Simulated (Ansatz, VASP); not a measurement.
# PbSe (Clausthalite) in two plane-wave programs, part 2 of 2

Aim: how closely do two programs agree when they are given the same cell, functional and k mesh? The cell is taken from a series of VASP runs on this material, whose earlier steps may have relaxed, scaled or displaced it; both programs get it as it stands.

VASP 6.6.1 and Ansatz 0.2.0.

So far: The starting structure; VASP: elastic constants, LDA.

## (3) Ansatz: elastic constants, LDA

Level of this step: Ansatz beside VASP: Kohn-Sham DFT, plane waves, LDA (Ansatz).

Ansatz runs on its default PAW (the set named soft_2) files.

The same cell, functional (in two slightly different forms), mesh and smearing now go to Ansatz, which takes its cutoff from its data sets.

input.yaml

```yaml
crystal:
  lattice:
    - [0.0, 3.0205643156, 3.0205643156]
    - [3.0205643156, 0.0, 3.0205643156]
    - [3.0205643156, 3.0205643156, 0.0]
  atoms:
    - { symbol: Pb, position: [0.0, 0.0, 0.0] }
    - { symbol: Se, position: [0.5, 0.5, 0.5] }
hamiltonian:
  xc: lda
  pseudopotentials: { kind: paw }
kpoints:
  mp_grid: { grid: [8, 8, 8] }
scf:
  occupations: { method: gaussian, width: 0.03 }
elastic:
  mode: relaxed_ion
  stencil: two_point
output:
  forces: true
  stress: true
```

Launch:

```sh
> ansatz run input.yaml --threads 4 --pin off --max-ram 9216MiB --backend cpu --events-out ev --progress --plain --runs-dir out
```

Numbers of over 12 decimals in the logs are rounded to 6 here.

Output:

```text
Engine: ansatz 0.2.0, aarch64-unknown-linux-gnu
Pseudopotentials: kind: paw
Pseudopotential: Pb, paw, valence charge 14, recommended cutoff 420 eV (normal), Pb.paw.azcp
Pseudopotential: Se, paw, valence charge 16, recommended cutoff 420 eV (normal), Se.paw.azcp
Functional definition: SPW92
  exchange = slater_x
  correlation = pw_c
Crystal: 2 atoms, lattice volume = 55.118 Å³
Basis set: ecut = 420 eV, 1067 PW (Γ)
Bands: 19, of which v1, the nominal top of the filled ones, is band 15 counted from 1 (14 counted from 0)
Symmetry: 48 space group operations
Space group: Fm-3m (ITA 225), of the structure as read, at distance tolerance 3.8e-5 Å
k-points: 29 of 512
Non-local potential: Pb, projectors of the file, l = 0: 2, l = 1: 2, l = 2: 2, l = 3: 2
Non-local potential: Se, projectors of the file, l = 0: 2, l = 1: 2, l = 2: 3, l = 3: 1
PAW form: soft (Blöchl's): semilocal exchange-correlation on the pseudo side does not see the compensation charge
PAW frozen core: Pb, regenerated for the run's functional, and the local potential with it (the file was generated under x = pbe(κ = 0.804, μ = 0.219515), c = pbe(β = 0.066725))
PAW frozen core: Se, regenerated for the run's functional, and the local potential with it (the file was generated under x = pbe(κ = 0.804, μ = 0.219515), c = pbe(β = 0.066725))
PAW one-centre angular grid: Pb, 590 points (default); XC on 64 Gauss nodes
PAW one-centre angular grid: Se, 590 points (default); XC on 64 Gauss nodes
Initial density: superposition of atomic densities (neutral atoms: chi_scale 0, normalization atom), corrected by the library's trained network
Initial wavefunctions: pseudopotential atomic-orbital guess
Functional: x = slater, c = lda
SCF iter   1: F=—  HF=-16986.661190 eV  |F-HF|=—  |Δ(HF+E_count)|=         —  Δρ=4.29e-3  dr2=7.08e-3  ethr=1.77e-3  ⟨swp⟩=6.1  Hψ=2672  notcnv=0
preconditioner: auto → Kerker (q_TF=auto, 2.465 Å⁻¹)  [metal: Δε(μ)=0.028 eV  Ē_g=15.314 eV  σ=0.030 eV  W_gap=0.49  n_scr=14 (ndim 8)  ℏωp=22.4 eV  f_vac=0.016  D(μ)=0.47/eV (n_scr^D=0)]
SCF iter   2: F=—  HF=-16986.658292 eV  |F-HF|=—  |Δ(HF+E_count)|=   2.90e-3  Δρ=2.54e-3  dr2=2.37e-3  ethr=2.36e-5  ⟨swp⟩=2.1  Hψ=920  notcnv=0
preconditioner: auto → none  [insulator: Δε(μ)=0.041 eV  Ē_g=15.326 eV  σ=0.030 eV  W_gap=0.67  n_scr=14 (ndim 8)  ℏωp=22.4 eV  f_vac=0.016  D(μ)=0.37/eV (n_scr^D=0)  ε∞_Penn≈3.1]
SCF iter   3: F=—  HF=-16986.657604 eV  |F-HF|=—  |Δ(HF+E_count)|=   6.88e-4  Δρ=4.12e-4  dr2=1.33e-4  ethr=7.88e-6  ⟨swp⟩=2.0  Hψ=713  notcnv=0
SCF iter   4: F=—  HF=-16986.657574 eV  |F-HF|=—  |Δ(HF+E_count)|=   3.01e-5  Δρ=2.31e-4  dr2=4.67e-5  ethr=4.44e-7  ⟨swp⟩=2.0  Hψ=987  notcnv=0
SCF iter   5: F=—  HF=-16986.657560 eV  |F-HF|=—  |Δ(HF+E_count)|=   1.39e-5  Δρ=5.69e-5  dr2=2.07e-6  ethr=1.56e-7  ⟨swp⟩=2.0  Hψ=664  notcnv=0
SCF iter   6: F=—  HF=-16986.657559 eV  |F-HF|=—  |Δ(HF+E_count)|=   1.13e-6  Δρ=1.46e-5  dr2=1.31e-7  ethr=6.89e-9  ⟨swp⟩=2.7  Hψ=1023  notcnv=0
SCF iter   7: F=—  HF=-16986.657559 eV  |F-HF|=—  |Δ(HF+E_count)|=   4.99e-8  Δρ=3.75e-6  dr2=8.16e-9  ethr=4.37e-10  ⟨swp⟩=2.0  Hψ=980  notcnv=0
SCF iter   8: F=—  HF=-16986.657559 eV  |F-HF|=—  |Δ(HF+E_count)|=   2.59e-9  Δρ=5.74e-7  dr2=1.30e-10  ethr=2.72e-11  ⟨swp⟩=2.0  Hψ=837  notcnv=0
SCF iter   9: F=—  HF=-16986.657559 eV  |F-HF|=—  |Δ(HF+E_count)|=  1.24e-10  Δρ=6.80e-8  dr2=2.47e-12  ethr=4.33e-13 (applied; sched 1.00e-12)  ⟨swp⟩=2.0  Hψ=987  notcnv=0
SCF iter  10: F=-16986.657559 eV  HF=-16986.657559 eV  |F-HF|=3.64e-12  |Δ(HF+E_count)|=  7.28e-12  Δρ=6.56e-9  dr2=2.70e-14  ethr=1.00e-12  ⟨swp⟩=3.1  Hψ=2349  notcnv=0
SCF 1 converged in 10 iterations: F = -16986.657559 eV  dr2 = 2.70e-14
  greatest PAW one-centre occupation: 1.000 electrons in one spin orbital (limit 2), on the Se atom at site 1 (counted from 0), in its partial waves of l = 2
Crystal: 2 atoms, lattice volume = 55.008 Å³
Symmetry: 16 space group operations
k-points: 59 of 512
Initial density: handed on by an earlier stage of this run
Initial wavefunctions: those handed on with the density
[...]
preconditioner: auto → none  [insulator: Δε(μ)=0.042 eV  Ē_g=15.342 eV  σ=0.030 eV  W_gap=0.67  n_scr=14 (ndim 8)  ℏωp=22.4 eV  f_vac=0.016  D(μ)=0.36/eV (n_scr^D=0)  ε∞_Penn≈3.1]
[...]
SCF 2 converged in 8 iterations: F = -16986.657465 eV  dr2 = 4.94e-15
Crystal: 2 atoms, lattice volume = 55.228 Å³
[...]
preconditioner: auto → none  [insulator: Δε(μ)=0.056 eV  Ē_g=15.328 eV  σ=0.030 eV  W_gap=0.81  n_scr=14 (ndim 8)  ℏωp=22.3 eV  f_vac=0.016  D(μ)=0.25/eV (n_scr^D=0)  ε∞_Penn≈3.1]
[...]
SCF 3 converged in 5 iterations: F = -16986.657447 eV  dr2 = 4.97e-14
Symmetry: 8 space group operations
k-points: 95 of 512
[...]
preconditioner: auto → none  [insulator: Δε(μ)=0.039 eV  Ē_g=15.335 eV  σ=0.030 eV  W_gap=0.64  n_scr=14 (ndim 8)  ℏωp=22.4 eV  f_vac=0.016  D(μ)=0.31/eV (n_scr^D=0)  ε∞_Penn≈3.1]
[...]
SCF iter   6: F=—  HF=-16986.657548 eV  |F-HF|=—  |Δ(HF+E_count)|=  7.28e-12  Δρ=3.08e-8  dr2=2.09e-13  ethr=1.97e-14 (applied; sched 1.00e-12)  ⟨swp⟩=2.0  Hψ=3006  notcnv=0
SCF iter   7: F=-16986.657548 eV  HF=-16986.657548 eV  |F-HF|=0.00e0  |Δ(HF+E_count)|=  3.64e-12  Δρ=8.29e-9  dr2=2.16e-14  ethr=1.00e-12  ⟨swp⟩=4.3  Hψ=6503  notcnv=0
SCF 4 converged in 7 iterations: F = -16986.657548 eV  dr2 = 2.16e-14
iter 1 solved again at ethr=1.74e-10 eV; its pass at ethr=3.10e-3 eV (dr2=5.23e-8 eV) is discarded
SCF iter   1: F=—  HF=-16986.657546 eV  |F-HF|=—  |Δ(HF+E_count)|=         —  Δρ=5.43e-5  dr2=5.21e-8  ethr=1.74e-10  ⟨swp⟩=1.6  Hψ=9478  notcnv=0
SCF iter   2: F=—  HF=-16986.657547 eV  |F-HF|=—  |Δ(HF+E_count)|=   1.24e-6  Δρ=2.71e-5  dr2=1.01e-8  ethr=1.74e-10  ⟨swp⟩=1.9  Hψ=1972  notcnv=0
SCF iter   3: F=—  HF=-16986.657548 eV  |F-HF|=—  |Δ(HF+E_count)|=   3.81e-7  Δρ=8.05e-6  dr2=3.62e-9  ethr=3.38e-11  ⟨swp⟩=2.9  Hψ=3144  notcnv=0
SCF iter   4: F=—  HF=-16986.657548 eV  |F-HF|=—  |Δ(HF+E_count)|=   3.42e-8  Δρ=4.42e-7  dr2=9.26e-12  ethr=1.21e-11  ⟨swp⟩=2.1  Hψ=2421  notcnv=0
SCF iter   5: F=—  HF=-16986.657548 eV  |F-HF|=—  |Δ(HF+E_count)|=  9.09e-11  Δρ=4.31e-8  dr2=2.05e-13  ethr=3.09e-14 (applied; sched 1.00e-12)  ⟨swp⟩=2.0  Hψ=3052  notcnv=0
SCF iter   6: F=—  HF=-16986.657548 eV  |F-HF|=—  |Δ(HF+E_count)|=    0.00e0  Δρ=1.19e-8  dr2=5.52e-14  ethr=1.00e-12  ⟨swp⟩=4.0  Hψ=6466  notcnv=0
SCF iter   7: F=-16986.657548 eV  HF=-16986.657548 eV  |F-HF|=3.64e-12  |Δ(HF+E_count)|=  3.64e-12  Δρ=2.63e-9  dr2=3.20e-15  ethr=1.00e-12  ⟨swp⟩=4.0  Hψ=6117  notcnv=0
SCF 5 converged in 7 iterations: F = -16986.657548 eV  dr2 = 3.20e-15
SCF converged after 10 iterations
Free energy (F): -16986.657559 eV
Harris-Foulkes:  -16986.657559 eV  (|F-HF|=3.64e-12)
Internal energy: -16986.657422 eV  (E = F + TS)
E sigma→0 (E₀):  -16986.657490 eV
Entropy (-TS):   -0.000137 eV (-0.068 meV/atom)
Fermi energy:    9.378529 eV
--- Per-component energies (eV) ---
  E_band       = -421.102892
  E_kinetic    = 408.191836
  E_local      = -3476.325933  (includes V_loc(G=0)·N_el)
  E_nonlocal   = -235.225901
  E_hartree    = 1617.623486
  E_xc         = -323.904587
  E_vxc        = -233.382767  (∫ρ·V_xc dr)
  E_paw        = -11927.480058  (= ΣΔE_a)
  E_vpaw       = -119.606589  (= ΣTr[D̂ρ^β])
  E_aug_tail   = -0.000512  (compensation charges beyond the density's cutoff)
  E_ewald      = -3051.675401
  E_core_change = 2.139649  (= ΣΔE_core)
  E_smearing   = -0.000137  (= −TS)
  E_closure    = -0.000000  (closes the sum)
  Σ components = -16986.657559   (vs F -16986.657559, Δ=0.00e0)
--- Forces (eV/Å), atoms counted from 1 ---
  atom   1  Pb    -0.00000000     0.00000000    -0.00000000
  atom   2  Se    -0.00000000     0.00000000     0.00000000
  max |Σ_I F_I| component: 2.93e-30 eV/Å
--- Stress (GPa, compression-positive) ---
       -0.012785      -0.000000       0.000000
       -0.000000      -0.012785       0.000000
        0.000000      -0.000000      -0.012785
  P = ⅓ Tr σ = -0.0128 GPa (-0.128 kbar)
--- Band table (eV; the first three rows and the last of 29) ---
  k-point 0: bands = [... 11 lower, 2.9603, 7.2969, 7.2969, 7.2969, 14.0247, 14.0247, 14.0247, 15.7615]
  k-point 1: bands = [... 11 lower, 2.5218, 7.3421, 7.3421, 7.6051, 12.9124, 13.3151, 13.3151, 15.5386]
  k-point 2: bands = [... 11 lower, 1.5681, 7.4745, 7.4745, 8.2014, 11.3849, 12.1426, 12.1426, 15.7279]
  k-point 28: bands = [... 11 lower, 1.0684, 4.7941, 4.7941, 8.4867, 11.0872, 14.2316, 14.2316, 17.0746]
--- Elastic constants: 2 strain directions × 2 members + reference (group order 48) ---
  dense FFT box of the reference and of every strained cell: 30×30×30
  strains applied: 11, 23; error gains: componentwise 1.00 (the most a stress slope's error grows in a printed constant), spectral 1.73 (1 for all six strains in a standard setting)
  C = ∂σ_k/∂η_j (tension-positive GPa; Voigt order 11 22 33 23 13 12):
       148.100      9.382      9.382      0.000      0.000     -0.000
         9.382    148.100      9.382      0.000      0.000      0.000
         9.382      9.382    148.100      0.000      0.000      0.000
        -0.000      0.000      0.000     13.295     -0.000      0.000
        -0.000      0.000     -0.000      0.000     13.295     -0.000
        -0.000      0.000     -0.000     -0.000     -0.000     13.295
  reference stress σ⁰ (GPa):      0.013      0.013      0.013     -0.000     -0.000      0.000
  C* (energy form; C + prestress term) asymmetry max|C*_kj − C*_jk| = 3.553e-15 GPa — a small one proves nothing (zero by symmetry where the batch's group is 432, −43m or m−3m); a large one is finite-difference/SCF noise where every solve meets its electron count
  moduli (Voigt/Reuss/Hill, GPa): K = 55.62/55.62/55.62   G = 35.72/19.65/27.68   E = 71.23   ν = 0.287
  mechanically stable: yes (min eigenvalue of sym C = 13.30 GPa)
  strain η (Voigt 11):  stress-route row diagonal C_11 = 148.10 GPa, energy-path curvature d²(F+E_count+ΔE)/dδ²/Ω₀ = 148.29 GPa
         δ    σ_11 (GPa)             F (eV)   n_scf  n_hpsi   n_pw
    -2.000e-3      -0.2864      -16986.6574648       8   22834   1090   relax 0 steps, max|allowed force component| 1.03e-29 eV/Å
     2.000e-3       0.3060      -16986.6574467       5   16371   1098   relax 0 steps, max|allowed force component| 1.58e-30 eV/Å
  strain η (Voigt 23):  stress-route row diagonal C_44 = 13.30 GPa, energy-path curvature d²(F+E_count+ΔE)/dδ²/Ω₀ = 13.37 GPa
         δ    σ_23 (GPa)             F (eV)   n_scf  n_hpsi   n_pw
    -2.000e-3      -0.0266      -16986.6575478       7   32840   1094   relax 0 steps, max|allowed force component| 3.94e-29 eV/Å
     2.000e-3       0.0266      -16986.6575478       7   34580   1094   relax 0 steps, max|allowed force component| 8.68e-30 eV/Å
```

Elapsed: 5.5 s, on 4 threads of Arm Neoverse V1, shared host; peak memory 0.42 GiB; 20 s of CPU time.

The run ends at a pressure of -0.01 GPa.

## (4) Differences

Known differences besides the potentials themselves: the two LDA forms differ slightly; the data sets hold 30 valence electrons in Ansatz (default PAW (the set named soft_2) files) and 20 in VASP; the cutoff is 420 eV in Ansatz and 700 eV in VASP; VASP's log shows a relativistic correction to its local exchange, Ansatz's none. Total energies have different zeros and are not compared.

Both answers:

```
 quantity  Ansatz   VASP  difference
C11 (GPa)   148.1  147.8     +0.22 %
C22 (GPa)   148.1  147.8     +0.22 %
C33 (GPa)   148.1  147.8     +0.22 %
C12 (GPa)     9.4    8.4    +12.20 %
C13 (GPa)     9.4    8.4    +12.20 %
C23 (GPa)     9.4    8.4    +12.20 %
C44 (GPa)    13.3   11.9    +11.86 %
C55 (GPa)    13.3   11.9    +11.86 %
C66 (GPa)    13.3   11.9    +11.86 %
```

## (5) VASP: relaxation of cell and atoms, r2SCAN

The relaxed volume is the usual yardstick between codes: its relative difference is about their pressure difference at one cell divided by the bulk modulus. The cell compared in this pair holds 58.49 Å³, against 55.12 Å³ for the pair before.

INCAR

```
SYSTEM = PbSe
PREC = Accurate
ENCUT = 500
EDIFF = 1E-07
NELM = 100
ISMEAR = 0
SIGMA = 0.03
LREAL = .FALSE.
ALGO = Normal
METAGGA = R2SCAN
LASPH = .TRUE.
NBANDS = 16
LORBIT = 11
LWAVE = .FALSE.
LCHARG = .FALSE.
KPAR = 4
IBRION = 2
NSW = 50
ISIF = 3
EDIFFG = -0.002
```

POSCAR

```
PbSe
1.0
    0.0000000000      3.0809197960      3.0809197960
    3.0809197960      0.0000000000      3.0809197960
    3.0809197960      3.0809197960      0.0000000000
Pb Se
1 1
Direct
    0.0000000000      0.0000000000      0.0000000000
    0.5000000000      0.5000000000      0.5000000000
```

KPOINTS

```
Automatic mesh
0
Gamma
6 6 6
0 0 0
```

The projector-augmented-wave data sets are Pb_d and Se (PBE family, release 64).

Launch:

```sh
> mpirun -np 4 vasp_std
```

Output:

```text
[banner, memory and clock lines left out]
running    4 mpi-ranks, on    1 nodes
[...]
|                                                                             |
|               ----> ADVICE to this user running VASP <----                  |
|                                                                             |
|     You enforced a specific xc type in the INCAR file but a different       |
|     [... a line on the potential file left out ...]
|     I HOPE YOU KNOW WHAT YOU ARE DOING!                                     |
|                                                                             |

 LDA part: xc-table for (None), standard interpolation
 POSCAR, INCAR and KPOINTS ok, starting setup
[...]
entering main loop
       N       E                     dE             d eps       ncg     rms          rms(c)
DAV:   1     0.912706293849E+02    0.91271E+02   -0.95505E+03   512   0.125E+03
DAV:   2    -0.654040926047E+02   -0.15667E+03   -0.15250E+03   560   0.328E+02
[...]
2 F= -.71940842E+02 E0= -.71940842E+02  d E =-.434501E-03
 trial-energy change:   -0.000435  1 .order   -0.000449   -0.001443    0.000546
 step:   0.7168(harm=  0.7254)  dis= 0.00000  next Energy=   -71.940919 (dE=-0.512E-03)
[...]
N       E                     dE             d eps       ncg     rms          rms(c)
DAV:   1    -0.719423262324E+02   -0.14845E-02   -0.46273E-02   640   0.356E+00    0.207E-01
DAV:   2    -0.719410977417E+02    0.12285E-02   -0.25438E-03   672   0.850E-01    0.776E-02
DAV:   3    -0.719409089284E+02    0.18881E-03   -0.84408E-04   632   0.480E-01    0.154E-02
DAV:   4    -0.719409150580E+02   -0.61296E-05   -0.18405E-05   568   0.373E-02    0.114E-02
DAV:   5    -0.719409199406E+02   -0.48826E-05   -0.58780E-06   584   0.226E-02    0.255E-03
DAV:   6    -0.719409197153E+02    0.22529E-06   -0.78072E-07   640   0.880E-03    0.682E-04
DAV:   7    -0.719409194273E+02    0.28806E-06   -0.10793E-07   352   0.464E-03    0.291E-04
DAV:   8    -0.719409193062E+02    0.12105E-06   -0.25530E-08   304   0.244E-03    0.103E-04
DAV:   9    -0.719409192739E+02    0.32335E-07   -0.48332E-09   280   0.962E-04
   3 F= -.71940919E+02 E0= -.71940919E+02  d E =-.512015E-03
[...]
reached required accuracy - stopping structural energy minimisation
```

Parts of OUTCAR (step 5):

```text
  Total        0.0013380      0.0013380      0.0013380      0.0000000      0.0000000     -0.0000000
  in kB        0.0363852      0.0363852      0.0363852      0.0000000      0.0000000     -0.0000000
  external PRESSURE =       0.0363852 kB  Pullay stress =       0.0000000 kB

 POSITION                                       TOTAL-FORCE (eV/Angst)
 -----------------------------------------------------------------------------------
      0.00000      0.00000      0.00000         0.000000      0.000000      0.000000
      3.08844      3.08844      3.08844        -0.000000     -0.000000     -0.000000
 -----------------------------------------------------------------------------------
    total drift:                                0.000000     -0.000000     -0.000000

  FREE ENERGIE OF THE ION-ELECTRON SYSTEM (eV)
  ---------------------------------------------------
  free  energy   TOTEN  =       -71.9409192739 eV

  energy  without entropy=      -71.9409192739  energy(sigma->0) =      -71.94091927

 reached required accuracy - stopping structural energy minimisation

[... 3 further parts left out ...]
[key lines of the parts left out:]
E-fermi :   4.7660
```

## (6) Ansatz: relaxation of cell and atoms, r2SCAN

The same cell, functional, mesh and smearing now go to Ansatz, which takes its cutoff from its data sets.

The cell is taken from a series of VASP runs on this material, whose earlier steps may have relaxed, scaled or displaced it; both programs get it as it stands.

input.yaml

```yaml
crystal:
  lattice:
    - [0.0, 3.080919796, 3.080919796]
    - [3.080919796, 0.0, 3.080919796]
    - [3.080919796, 3.080919796, 0.0]
  atoms:
    - { symbol: Pb, position: [0.0, 0.0, 0.0] }
    - { symbol: Se, position: [0.5, 0.5, 0.5] }
hamiltonian:
  xc: r2scan
  pseudopotentials: { kind: paw }
kpoints:
  mp_grid: { grid: [6, 6, 6] }
scf:
  occupations: { method: gaussian, width: 0.03 }
relax:
  f_tol: 0.01
  max_steps: 60
  cell: { stress_tol: 0.05 }
output:
  forces: true
  stress: true
```

Launch:

```sh
> ansatz run input.yaml --threads 4 --pin off --max-ram 9216MiB --backend cpu --events-out ev --progress --plain --runs-dir out
```

Output:

```text
[...]
Crystal: 2 atoms, lattice volume = 58.489 Å³
Basis set: ecut = 500 eV, 1459 PW (Γ), exchange–correlation on 128×128×128 points (64 copies of the dense FFT grid, shifted against one another)
Bands: 19, of which v1, the nominal top of the filled ones, is band 15 counted from 1 (14 counted from 0)
Symmetry: 48 space group operations
[...]
k-points: 16 of 216
[...]
P = ⅓ Tr σ = -0.0023 GPa (-0.023 kbar)
--- Relaxed structure (3 steps of the walk, 3 accepted, 1 SCFs on fresh bases) ---
  F+E_penalty+E_count = -17400.33496051 eV   max|allowed force component| = 7.231e-30 eV/Å   (the final SCF, on the basis selected at the relaxed cell)
  cell:  # Å, volume = 58.9187 Å³
    - [0, 3.088454, 3.088454]
    - [3.088454, 0, 3.088454]
    - [3.088454, 3.088454, 0]
  atoms:
    - { symbol: Pb, position: [0, 0, 0] }
    - { symbol: Se, position: [0.5, 0.5, 0.5] }
[key lines of the parts left out:]
SCF converged after 6 iterations
Free energy (F): -17400.334961 eV
Fermi energy:    8.754304 eV
```

It took 3.7 s on 4 threads; peak memory 0.48 GiB.

## (7) Side by side

What differs besides the data sets and the points named for the pairs above, as far as they apply: VASP keeps PBE cores, Ansatz makes them for the functional; both relaxations stop at a tolerance, which leaves soft axes loose, and VASP keeps its plane-wave basis; Ansatz adds a Pulay correction to the stress that steers its cell, VASP none. Total energies have different zeros and are not compared.

The two programs side by side:

```
                                         quantity  Ansatz   VASP  difference
                                      volume (Å³)   58.92  58.92     +0.00 %
edge a after relaxation, in the typed setting (Å)   4.368  4.368     +0.00 %
```

The walks stopped with 0.00 GPa left in Ansatz and 0.00 GPa in VASP; each walk ends within a tolerance, so the volume difference is uncertain by about these residues over the bulk modulus, most in soft cells.

## (8) Summary of results

* difference in C12 (elastic constants, LDA): 12 %
* difference in volume (relaxation of cell and atoms, r2SCAN): 0.0010 %

**Reading.** The difference in C12 is 12 % (elastic constants, LDA), beyond the 5 % picked in this series as the mark of a large difference. How closely two codes agree says nothing of how well the functional describes the real material.

[Lines on the potential files, build, host, timing and source positions are cut from VASP's logs without a mark.]

[Logs are printed without paths, hosts, clocks, repeated set-up lines and the standing remarks that a program may print on its own settings, such as how far it seeks lower states.]

[Hosts, paths, dates, database ids (printed as entryN), source tags and the programs' standing remarks are cut or masked in the printed files.]
